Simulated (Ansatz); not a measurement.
A run of Ansatz 0.2.0:

Contents of input:

```
crystal:
  lattice:
    - [-1.726539, 1.775547, 2.338342]
    - [1.726539, -1.775547, 2.338342]
    - [1.726539, 1.775547, -2.338342]
  atoms:
    - { symbol: Sn, position: [0.0, 0.0, 0.0] }
hamiltonian:
  xc: r2scan0
  pseudopotentials: { kind: paw }
kpoints:
  mp_grid: { grid: [6, 6, 6] }
scf:
  occupations: { method: fermi_dirac, width: 0.05 }
output:
  forces: true
  stress: true
  eigenvalues: true
```

Hardware: 1 × NVIDIA H100 80GB HBM3 with 2 threads of AMD EPYC 7R13 Processor (Zen 3), on a shared host.

Problem. How long does it take, and how much memory?

Solution. It took 14 s on 1 × NVIDIA H100 80GB HBM3 with 2 threads of AMD EPYC 7R13 Processor (Zen 3), with other jobs on the host, peak memory 2 GiB. Counts: scf iterations 24, plane waves 729, k points 46, bands 11.
